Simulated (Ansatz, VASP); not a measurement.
AlN in VASP and in Ansatz

```
Al N
1.0
     3.12859    0.00000    0.00000
    -1.56429    2.70944    0.00000
     0.00000    0.00000    5.01696
Al N
2 2
Direct
  0.66667 0.33333 0.49929
  0.33333 0.66667 0.99929
  0.66667 0.33333 0.88071
  0.33333 0.66667 0.38071
```

The cell is a database's computed one.

Alike in both runs: task single point; functional r2SCAN; k mesh 6 × 6 × 4; occupations gaussian, width 0.1 eV; no spin polarisation.

|  | VASP | Ansatz |
| --- | --- | --- |
| version | VASP 6.6.1 | Ansatz 0.2.0 |
| potentials or method | VASP PAW PBE potentials, release 64 (Al, N) | scalar-relativistic, plane waves, PAW |
| plane-wave cutoff (eV) | 520 | 500 |
| valence electrons in the cell | 16 | 16 |

|  | VASP | Ansatz | Ansatz less VASP |
| --- | --- | --- | --- |
| gap on the k mesh at the Fermi level (eV) | 4.72 | 4.68 | -0.039 |
| least direct gap on the mesh (eV) | 4.72 | 4.68 | -0.039 |
| pressure (GPa) | -4.8 | -4.4 | +0.40 |
| largest component of the traceless stress (GPa) | 0.10 | 0.08 | -0.016 |

With one functional, cell and mesh, what is left measures potentials, basis and numerics.

Caveats: the PAW data sets were made with another functional, which shifts forces and pressure a little (VASP). r2SCAN opens gaps a little over a GGA but as a rule still falls short of measured ones.
